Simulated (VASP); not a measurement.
## AlN in VASP 6.6.1, single-point calculation

INCAR

```
NELECT = 7.5
NSW = 0
ISIF = 2
LREAL = .FALSE.
NBANDS = 11
LASPH = .TRUE.
ENCUT = 520
LWAVE = .FALSE.
PREC = Accurate
EDIFF = 1E-7
NELM = 64
IBRION = -1
GGA = CA
ISMEAR = -1
SIGMA = 0.02
LCHARG = .FALSE.
```

KPOINTS

```
KPOINTS created by Atomic Simulation Environment
0
Gamma
8 10 10
0 0 0
```

POSCAR

```
Al N
 1.0000000000000000
    -0.0208000000000000    2.0910000000000002    2.0398000000000001
     1.9910000000000001    0.0440000000000000    1.9751000000000001
     1.9840000000000000    2.0192999999999999    0.0510000000000000
 Al  N
   1   1
Cartesian
  3.9146757400000003  2.0877129999999999  2.0341180500000000
  1.8405831200000000  2.0575188700000000  2.0940237600000002
```

The recommended LDA PAW datasets give the neutral cell 8 valence electrons.

Command

```
mpirun -np 1 vasp_std
```

OSZICAR

```
N       E                     dE             d eps       ncg     rms          rms(c)
DAV:   1    -0.443021975513E+00   -0.44302E+00   -0.33696E+03  9344   0.512E+02
DAV:   2    -0.210814411956E+02   -0.20638E+02   -0.20049E+02 10670   0.116E+02
DAV:   3    -0.215737949019E+02   -0.49235E+00   -0.48891E+00 10682   0.153E+01
DAV:   4    -0.215753114523E+02   -0.15166E-02   -0.15163E-02  9901   0.104E+00
DAV:   5    -0.215753197842E+02   -0.83319E-05   -0.83317E-05 10453   0.729E-02    0.588E+00
DAV:   6    -0.208105009429E+02    0.76482E+00   -0.29780E+00  9503   0.872E+00    0.238E+00
DAV:   7    -0.207690513300E+02    0.41450E-01   -0.14693E-01 10481   0.221E+00    0.139E+00
DAV:   8    -0.207591506944E+02    0.99006E-02   -0.13357E-02  9341   0.934E-01    0.238E-01
DAV:   9    -0.207587547984E+02    0.39590E-03   -0.17216E-03 10214   0.226E-01    0.122E-01
DAV:  10    -0.207587533103E+02    0.14881E-05   -0.55939E-05  9644   0.538E-02    0.114E-02
DAV:  11    -0.207587518331E+02    0.14772E-05   -0.13873E-05 10424   0.199E-02    0.863E-03
DAV:  12    -0.207587516353E+02    0.19785E-06   -0.96241E-07  9545   0.588E-03    0.217E-03
DAV:  13    -0.207587516356E+02   -0.34731E-09   -0.23415E-08  5182   0.125E-03
   1 F= -.20758752E+02 E0= -.20758247E+02  d E =-.100901E-02
```

Standard output (part)

```
POSCAR found type information on POSCAR AlN
 POSCAR found :  2 types and       2 ions
 LDA part: xc-table for (Slater(with rela. corr.)+CA(PZ))
 , standard interpolation
 POSCAR, INCAR and KPOINTS ok, starting setup
 WAVECAR not read
 entering main loop
 the old and the new charge density differ
    0.588E+00
```

From OUTCAR

```
k-points           NKPTS =    404   k-points in BZ     NKDIM =    404   number of bands    NBANDS=     11

   NELECT =       7.5000    total number of electrons

   dimension x,y,z NGX =    24 NGY =   24 NGZ =   24
   dimension x,y,z NGXF=    48 NGYF=   48 NGZF=   48

  energy-cutoff  :      520.00
  volume of cell :       16.09
      direct lattice vectors                 reciprocal lattice vectors
    -0.020800000  2.091000000  2.039800000    -0.247779678  0.237273295  0.244488539
     1.991000000  0.044000000  1.975100000     0.249411519 -0.251630482  0.260489802
     1.984000000  2.019300000  0.051000000     0.251143069  0.255005834 -0.258845682

 k-points in reciprocal lattice and weights: KPOINTS created by Atomic Simulation Env
   0.00000000  0.00000000  0.00000000       0.001
   0.12500000  0.00000000 -0.00000000       0.003
   0.25000000  0.00000000 -0.00000000       0.003
   0.37500000 -0.00000000 -0.00000000       0.003
   0.50000000  0.00000000 -0.00000000       0.001
   0.00000000  0.10000000  0.00000000       0.003
   0.12500000  0.10000000  0.00000000       0.003
   0.25000000  0.10000000 -0.00000000       0.003
   ...

 E-fermi :   8.6793

 k-point     1 :       0.0000    0.0000    0.0000
  band No.  band energies     occupation
      1      -7.7280      2.00000
      2       9.1945      0.00000
      3       9.5148      0.00000
      4       9.9106      0.00000
      5      15.9283      0.00000
      6      21.6345      0.00000
      7      22.7504      0.00000
      8      23.5082      0.00000
      9      27.6302      0.00000
     10      27.9636      0.00000
     11      28.5894      0.00000

 k-point     2 :       0.1250    0.0000   -0.0000
  band No.  band energies     occupation
      1      -7.4263      2.00000
      2       7.8209      2.00000
      3       9.3393      0.00000
      4       9.7441      0.00000
      5      16.8408      0.00000
      6      20.8365      0.00000
      7      23.0322      0.00000
      8      23.8299      0.00000
      9      26.2521      0.00000
     10      26.8464      0.00000
     11      29.0083      0.00000

 k-point     3 :       0.2500    0.0000   -0.0000
  band No.  band energies     occupation
      1      -6.5707      2.00000
      2       5.1066      2.00000
      3       9.0237      0.00000
      4       9.3649      0.00000
      5      17.5573      0.00000
      6      20.7209      0.00000
      7      23.0154      0.00000
      8      23.5635      0.00000
      9      26.2761      0.00000
     10      27.2022      0.00000
     11      28.1905      0.00000

 k-point     4 :       0.3750   -0.0000   -0.0000
  band No.  band energies     occupation
      1      -5.3923      2.00000
      2       2.5521      2.00000
      3       8.7405      0.08955
      4       9.0256      0.00000
      5      17.1863      0.00000
      6      21.6743      0.00000
      7      22.4545      0.00000
      8      22.8307      0.00000
      9      27.2495      0.00000
     10      28.6143      0.00000
     11      29.7821      0.00000

 k-point     5 :       0.5000    0.0000   -0.0000
  band No.  band energies     occupation
      1      -4.6920      2.00000
      2       1.3609      2.00000
      3       8.6302      1.84212
      4       8.8950      0.00004
      5      16.9859      0.00000
      6      21.5997      0.00000
      7      22.3212      0.00000
      8      23.0323      0.00000
      9      27.0432      0.00000
     10      30.2866      0.00000
     11      31.4951      0.00000

 ...

  Total       -5.4163260     -6.4489357     -5.4305219      0.0308227     -0.5551815      0.1042986
  in kB     -539.4305652   -642.2717201   -540.8443808      3.0697367    -55.2924424     10.3874574
  external PRESSURE =    -574.1822220 kB  Pullay stress =       0.0000000 kB

 POSITION                                       TOTAL-FORCE (eV/Angst)
 -----------------------------------------------------------------------------------
      3.91468      2.08771      2.03412        -0.762029     -0.249558      0.557142
      1.84058      2.05752      2.09402         0.762029      0.249558     -0.557142
 -----------------------------------------------------------------------------------
    total drift:                                0.000070     -0.000036     -0.000036

  FREE ENERGIE OF THE ION-ELECTRON SYSTEM (eV)
  ---------------------------------------------------
  free  energy   TOTEN  =       -20.7587516356 eV

  energy  without entropy=      -20.7577426256  energy(sigma->0) =      -20.75824713
```

It converged. Results: pressure -57.4 GPa; largest force 0.98 eV/Å.

The cell is charged and sits in a uniform background.

For comparison, a separate LDA run of the intended cell, on usual settings and not on those above, gives a gap of 3.49 eV on its mesh and a pressure of 3.8 GPa.

The run above took about 70 s on one core of a shared host (Intel Xeon Platinum 8488C) and held 0.18 GiB at most.
